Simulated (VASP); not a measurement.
Data:

```xyz
2
Lattice="0.0000 2.9658 2.9658 2.9658 0.0000 2.9658 2.9658 2.9658 0.0000" Properties=species:S:1:pos:R:3 pbc="T T T"
Na     0.0000     0.0000     0.0000
Br     2.9658     2.9658     2.9658
```

Calculation: r2SCAN meta-GGA, VASP's PBE PAW potentials (set 64) (plane waves; VASP). Settings: 400 eV cut-off, 9×9×9 Γ-centred mesh, tetrahedra with Blöchl corrections, potentials Na_pv Br.

### Question
Give the energies of bands 5 to 10 at the high-symmetry points, in eV from the valence-band maximum.

### Answer

```tsv
band	Γ	X	U	L	W
5	0.00	-1.87	-1.59	-2.12	-1.35
6	0.00	-0.70	-1.26	-0.30	-1.35
7	0.00	-0.70	-0.58	-0.30	-0.86
8	5.03	7.04	7.70	6.87	8.47
9	10.48	7.53	8.80	10.31	9.51
10	10.48	11.72	10.65	10.31	9.51
```

The gap is direct, 5.03 eV, from the valence maximum at Γ to the conduction minimum at Γ.

Measured: gap 7.10 eV (computed value off by -2.07 eV), as given by Aguado et al., (1998), arXiv:cond-mat/9809176.

The compound is NaBr in the rock salt structure. It was relaxed first.
